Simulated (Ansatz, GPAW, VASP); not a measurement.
**One calculation of PbS, 3 ways**

```xyz
2
Lattice="0.0000 2.9657 2.9657 2.9657 0.0000 2.9657 2.9657 2.9657 0.0000" Properties=species:S:1:pos:R:3 pbc="T T T"
Pb    0.0000    0.0000    0.0000
S     2.9657    2.9657    2.9657
```

Alike in all runs: task single point; functional PBE; k mesh 8 × 8 × 8; occupations gaussian, width 0.015 eV; no spin polarisation; no spin-orbit coupling. Pressure is positive in compression and, in plane waves, holds the error of the finite cutoff.

```json
{"program and potentials": "Ansatz, all-electron LAPW, scalar-relativistic", "plane-wave cutoff (eV)": "-", "notes": "-", "band gap (eV)": "0.36", "pressure (GPa)": "2.24"}
{"program and potentials": "VASP, PBE PAW files Pb_d, S, 520 eV", "plane-wave cutoff (eV)": "520", "notes": "-", "band gap (eV)": "0.36", "pressure (GPa)": "2.14"}
{"program and potentials": "GPAW, GPAW PAW data sets (gpaw-data 1.2.1)", "plane-wave cutoff (eV)": "600", "notes": "-", "band gap (eV)": "0.31", "pressure (GPa)": "2.00"}
```

The band gap spans 0.31 (GPAW, GPAW PAW data sets (gpaw-data 1.2.1)) to 0.36 eV (VASP, PBE PAW files Pb_d, S, 520 eV), with all-electron results at 0.36. The pressure spans 2.00 (GPAW, GPAW PAW data sets (gpaw-data 1.2.1)) to 2.24 GPa (Ansatz, all-electron LAPW, scalar-relativistic), with all-electron results at 2.24. Spin-orbit coupling, left out here, moves the band edges of heavy atoms.

Differences between rows come from potentials, basis sets and numerical settings, since the functional is the same but for its coding. Runs on potential files found faulty are left out.

All three calculations give a narrow-gap semiconductor under compression at this cell size. The two PAW pressures, 2.14 and 2.00 GPa, lie below the all-electron 2.24 GPa, but the shared sign suggests that PBE favours a larger cell, in line with its usual underbinding. The gap is 0.36 eV in both LAPW and VASP and 0.31 eV in GPAW, perhaps because the Pb data sets scatter differently near the band edges.

The gap is small because the filled Pb 6s shell mixes with S 3p and pushes the antibonding valence-band top at L up towards the conduction states, which are mainly Pb 6p. Compression strengthens this mixing, so relaxing the cell would probably widen the gap. The computed values lie close to the measured gap, but this is probably a cancellation of errors: a semilocal functional tends to make gaps too small, while a scalar-relativistic treatment misses the splitting of Pb 6p that lowers the conduction edge. The agreement between codes therefore supports their numerical consistency more than the accuracy of PBE for this gap.
